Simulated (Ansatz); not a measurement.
Rh: from a trial structure to a relaxed crystal

All numbers below come from Ansatz, DFT PBE, scalar-relativistic, plane waves, PAW. Cutoff 420 eV, Γ-centred k mesh, Gaussian smearing, no spin polarisation in the final step.

The start puts Rh on the iodine structure type (Cmce, No. 64), at a guessed volume.

```yaml
crystal:
  lattice:
    - [2.53184, -1.67335, 0.00000]
    - [2.53184, 1.67335, 0.00000]
    - [0.00000, 0.00000, 6.82603]
  atoms:
    - { symbol: Rh, position: [0.85000, 0.15000, 0.11700] }
    - { symbol: Rh, position: [0.65000, 0.35000, 0.61700] }
    - { symbol: Rh, position: [0.15000, 0.85000, 0.88300] }
    - { symbol: Rh, position: [0.35000, 0.65000, 0.38300] }
```

Cell and atoms relax at zero pressure; the relaxation can't lower the symmetry of the start. After a coarse first stage the cell is made exact in the group found at 0.06 Å.

(1) Which crystal results?

(2) What are its volume, density and gap?

Results:

(1) It ends in Fm-3m (No. 225). The result has the fcc structure. Conventional cell: a = 3.830 Å. Rh is coordinated by 12 Rh at 2.71 Å.

```xyz
1
Lattice="0.0000 1.9150 1.9150 1.9150 0.0000 1.9150 1.9150 1.9150 0.0000" Properties=species:S:1:pos:R:3 pbc="T T T"
Rh    0.0000    0.0000    0.0000
```

(2) The volume per atom is 14.04 Å³. The density is 12.17 g/cm³. The gap on the 28×28×28 mesh is 0 eV (a metal).

The final run used a 28×28×28 mesh on its 1-atom cell and 0.10 eV smearing. A structure relaxed within its symmetry needn't be a true minimum.